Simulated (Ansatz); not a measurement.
# CdBr2 (model cell, started as rutile): relaxing the cell for a phonon run

Wanted: the relaxed cell of CdBr2 (model cell, started as rutile).

Main program and level: Ansatz 0.2.0; DFT PBE, scalar-relativistic, plane waves, PAW.

This is a report of a sequence of runs, with most program output left out.

The structure was built from a prototype and need not be the compound's stable phase.

## Step 1: Set-up

The structure is tetragonal, space group P4_2/mnm (No. 136). Conventional cell: a = 6.780 Å, b = 6.780 Å, c = 4.373 Å, α = 90.00°, β = 90.00°, γ = 90.00°. Cd has 6 Br at 2.88 to 2.92 Å nearest. Br has 3 Cd at 2.88 to 2.92 Å nearest. Farther neighbours and most contacts between anions are not listed.

## Step 2: Probe on a coarse mesh

First a cheap look: the gap decides the mesh and the occupations, the pressure tells how far the cell has to move.

The input, input.yaml:

```yaml
crystal:
  lattice:
    - [6.7803, 0.0, 0.0]
    - [0.0, 6.7803, 0.0]
    - [0.0, 0.0, 4.37329]
  atoms:
    - { symbol: Cd, position: [0.0, 0.0, 0.0] }
    - { symbol: Cd, position: [0.5, 0.5, 0.5] }
    - { symbol: Br, position: [0.305, 0.305, 0.0] }
    - { symbol: Br, position: [0.695, 0.695, 0.0] }
    - { symbol: Br, position: [0.805, 0.195, 0.5] }
    - { symbol: Br, position: [0.195, 0.805, 0.5] }
kpoints:
  mp_grid: { grid: [4, 4, 4] }
hamiltonian:
  xc: pbe
scf:
  occupations: { method: gaussian, width: 0.1 }
output:
  forces: true
  stress: true
  eigenvalues: true
```

Run with:

```
$ ansatz run input.yaml --threads 8 --pin off --max-ram 14336MiB --backend cpu --events-out ev --progress --plain --runs-dir out
```

Wall time 1.1 s (8 threads of Arm Neoverse V2, shared host); peak memory 0.68 GiB.

A gap read on the k-mesh alone can miss the band edges.

Numbers from this step:

```yaml
pressure: -2.375 GPa
gap_on_the_k_mesh: 0.9457 eV
volume_per_atom: 33.51 Å³
direct_gap_on_mesh: 0.9457 eV
```

The coarse mesh shows a gap of 0.95 eV and a pressure of -2.4 GPa.

## Step 3: Bringing the structure to rest

Harmonic phonons are second derivatives at a point where the forces vanish, and they are wanted at zero stress, so atoms and cell are relaxed first.

input.yaml, the sections that differ from step 2:

```yaml
kpoints:
  mp_grid: { grid: [4, 4, 6] }
scf:
  occupations: { method: gaussian, width: 0.02 }
relax:
  adjacent_minimum: "off"
  f_tol: 0.005
  max_steps: 80
  cell: { stress_tol: 0.05 }
# crystal, hamiltonian, output: as in step 2
```

The job ended after 9.7 s (8 threads; peak memory 0.74 GiB).

The steps of the relaxation:

```tsv
step	energy less that of the first step (eV)	largest force component (eV/Å)	pressure (GPa)	volume (Å³)
1	0.0000	0.1118	-2.38	201.05
2	-0.1414	0.0282	-0.02	186.32
3	-0.1494	0.0426	0.15	185.95
4	-0.1587	0.0055	0.32	187.36
5	-0.1611	0.0018	0.05	189.79
6	-0.1611	0.0009	0.00	190.31
7*	-0.1593	0.0010	0.00	190.31
```

Relaxation steps marked * repeat the geometry before them on a plane-wave basis chosen anew for their cell, so energy and pressure can jump there.

The run keeps the 16 symmetry operations that it works with, so distortions that break them were not tested.

```tsv
conventional cell, symmetrised	before	after	change
a (Å)	6.780	6.827	+0.7 %
b (Å)	6.780	6.827	+0.7 %
c (Å)	4.373	4.083	-6.6 %
volume (Å³/atom)	33.51	31.72	-5.3 %
```

The atoms that moved most (Å, as changes of fractional coordinates times the final cell):

```tsv
atom	dx	dy	dz	length
Br4	-0.025	-0.025	0.000	0.035
Br5	0.025	-0.025	0.000	0.035
Br6	-0.025	0.025	0.000	0.035
Br3	0.025	0.025	0.000	0.035
```

Final coordinates:

```cif
data_structure
_symmetry_space_group_name_H-M 'P 1'
_symmetry_Int_Tables_number 1
_cell_length_a 6.8273
_cell_length_b 6.8273
_cell_length_c 4.0829
_cell_angle_alpha 90.000
_cell_angle_beta 90.000
_cell_angle_gamma 90.000
_cell_volume 190.31
loop_
_atom_site_label
_atom_site_type_symbol
_atom_site_fract_x
_atom_site_fract_y
_atom_site_fract_z
_atom_site_occupancy
Cd1 Cd 0.00000 0.00000 0.00000 1
Cd2 Cd 0.50000 0.50000 0.50000 1
Br3 Br 0.30860 0.30860 0.00000 1
Br4 Br 0.69140 0.69140 0.00000 1
Br5 Br 0.80860 0.19140 0.50000 1
Br6 Br 0.19140 0.80860 0.50000 1
```

This step gave:

* pressure: -0.002740 GPa
* gap on the k-mesh: 1.559 eV
* volume per atom: 31.72 Å³
* direct gap on mesh: 1.559 eV

In this step the volume went from 33.51 to 31.72 Å³/atom.

## Step 4: Tight relaxation

Phonons need a cell at rest on their own settings, so the relaxation is repeated with tight tolerances on forces and stress on the k mesh and occupations of the first response run.

The input, input.yaml:

```yaml
crystal:
  lattice:
    - [6.8272854177, 0.0, 0.0]
    - [0.0, 6.8272854177, 0.0]
    - [0.0, 0.0, 4.0828780154]
  atoms:
    - { symbol: Cd, position: [0.0, 0.0, 0.0] }
    - { symbol: Cd, position: [0.5, 0.5, 0.5] }
    - { symbol: Br, position: [0.3086013959, 0.3086013959, 0.0] }
    - { symbol: Br, position: [0.6913986041, 0.6913986041, 0.0] }
    - { symbol: Br, position: [0.8086013959, 0.1913986041, 0.5] }
    - { symbol: Br, position: [0.1913986041, 0.8086013959, 0.5] }
kpoints:
  mp_grid: { grid: [4, 4, 6] }
hamiltonian:
  xc: pbe
scf:
  occupations: { method: fixed }
output:
  forces: true
  stress: true
  eigenvalues: true
relax:
  adjacent_minimum: "off"
  f_tol: 0.001
  max_steps: 60
  cell: { stress_tol: 0.01 }
```

It took 4.2 s on 8 threads; peak memory 0.71 GiB; 30 s of CPU time.

Little changed from the start: no atom moved by 0.005 Å and no cell edge by 0.1 %.

This step gave:

```yaml
pressure: -9.82e-4 GPa
volume_per_atom: 31.71 Å³
```

The largest force component left is 0.87 meV/Å and the pressure is -0.001 GPa, within the tolerances set. The cell now holds 31.71 Å³/atom.

## Step 5: Outcome

```yaml
space_group_after_relaxation_within_0p01_a: P4_2/mnm
lattice_constant_a: 6.828 Å
lattice_constant_b: 6.828 Å
lattice_constant_c: 4.082 Å
volume_per_atom: 31.7 Å³
gap_on_the_k_mesh: 1.56 eV
```

The largest force component left is 0.87 meV/Å and the pressure is -0.001 GPa, within the tolerances set. The cell now holds 31.71 Å³/atom. The relaxation keeps the symmetry of its start, so it says nothing on stability against lower symmetry. The starting cell was built on a prototype and not taken from a measurement, so the phase need not exist.

[Logs are printed without paths, hosts, clocks, repeated set-up lines and the standing remarks that a program may print on its own settings, such as how far it seeks lower states.]

[Hosts, paths, dates, database ids (printed as entryN), source tags and the programs' standing remarks are cut or masked in the printed files.]
